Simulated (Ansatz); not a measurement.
This cell of InN (wurtzite) is off equilibrium:

```yaml
crystal:
  lattice:
    - [7.16106, 0.00000, 0.00000]
    - [-1.79026, 3.10083, 0.00000]
    - [0.00000, 0.00000, 5.78779]
  atoms:
    - { symbol: In, position: [0.33247, 0.33247, 0.51056] }
    - { symbol: In, position: [0.83420, 0.33420, 0.49338] }
    - { symbol: In, position: [0.16753, 0.66753, 0.01056] }
    - { symbol: In, position: [0.66580, 0.66580, 0.99338] }
    - { symbol: N, position: [0.33522, 0.33522, 0.12862] }
    - { symbol: N, position: [0.83144, 0.33144, 0.11784] }
    - { symbol: N, position: [0.16478, 0.66478, 0.62862] }
    - { symbol: N, position: [0.66856, 0.66856, 0.61784] }
```

Level of theory: PBE (plane waves to 420 eV, PAW, scalar-relativistic; Ansatz, a program for electronic structure). k mesh 11×11×6 (Γ-centred), Fermi-Dirac smearing 0.05 eV. Compression counts positive. With partly filled bands, energies and forces of such displacements shift with the k mesh and the smearing. At this level the bands of InN touch or barely overlap; measurements give the solid a gap. InN was relaxed with its symmetry unable to fall.

**Question.** Predict the force on every atom, in eV/Å.

**Answer.** 
```json
[
 {"atom": "In1", "Fx": "0.020", "Fy": "0.011", "Fz": "-0.249"},
 {"atom": "In2", "Fx": "-0.030", "Fy": "-0.017", "Fz": "0.270"},
 {"atom": "In3", "Fx": "-0.020", "Fy": "-0.011", "Fz": "-0.249"},
 {"atom": "In4", "Fx": "0.030", "Fy": "0.017", "Fz": "0.270"},
 {"atom": "N5", "Fx": "-0.005", "Fy": "-0.003", "Fz": "-0.030"},
 {"atom": "N6", "Fx": "0.008", "Fy": "0.005", "Fz": "0.009"},
 {"atom": "N7", "Fx": "0.005", "Fy": "0.003", "Fz": "-0.030"},
 {"atom": "N8", "Fx": "-0.008", "Fy": "-0.005", "Fz": "0.009"}
]
```

(For displaced atoms, the force is minus the slope of the energy, and its curvature is a force constant, which sets phonon frequencies.)
